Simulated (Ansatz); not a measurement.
Ta, DFT, PBE, PAW with Ansatz's default frozen-core files, scalar-relativistic (Ansatz 0.2.0), run on 1 thread of Intel(R) Xeon(R) Platinum 8488C (Sapphire Rapids) on a shared host.

The cell is COD entry 1541266, as deposited and not checked against the literature; nothing was relaxed. The listed cell was then made from it by scaling, straining or moving an atom.

Command: `ansatz run input.yaml --threads 1 --pin off --max-ram 3072MiB --backend cpu --events-out ev --progress --plain --runs-dir out`

```yaml
crystal:
  lattice:
    - [-1.6677928, 1.65128, 1.65128]
    - [1.65128, -1.6677928, 1.65128]
    - [1.65128, 1.65128, -1.6677928]
  atoms:
    - { symbol: Ta, position: [0.0, 0.0, 0.0] }
kpoints:
  mp_grid: { grid: [17, 17, 17] }
scf:
  occupations: { method: fermi_dirac, width: 0.08 }
hamiltonian:
  xc: pbe
  pseudopotentials: { kind: paw }
output:
  forces: true
  stress: true
  eigenvalues: true
  efg: { contact_densities: true }
```

How large is the problem that the program sets up?

489 irreducible k-points, 369 plane waves at Γ, 11 bands.

About how long does it take, and how much memory does it use?

5.2 s of wall time for 6 SCF iterations, with a peak of 0.47 GiB. Times on shared machines scatter by tens of per cent.

And the same cell and mesh by crystal-made all-electron datasets, asked for forces, stress, eigenvalues, efg, on the same hardware?

32 s, peak memory 0.96 GiB.
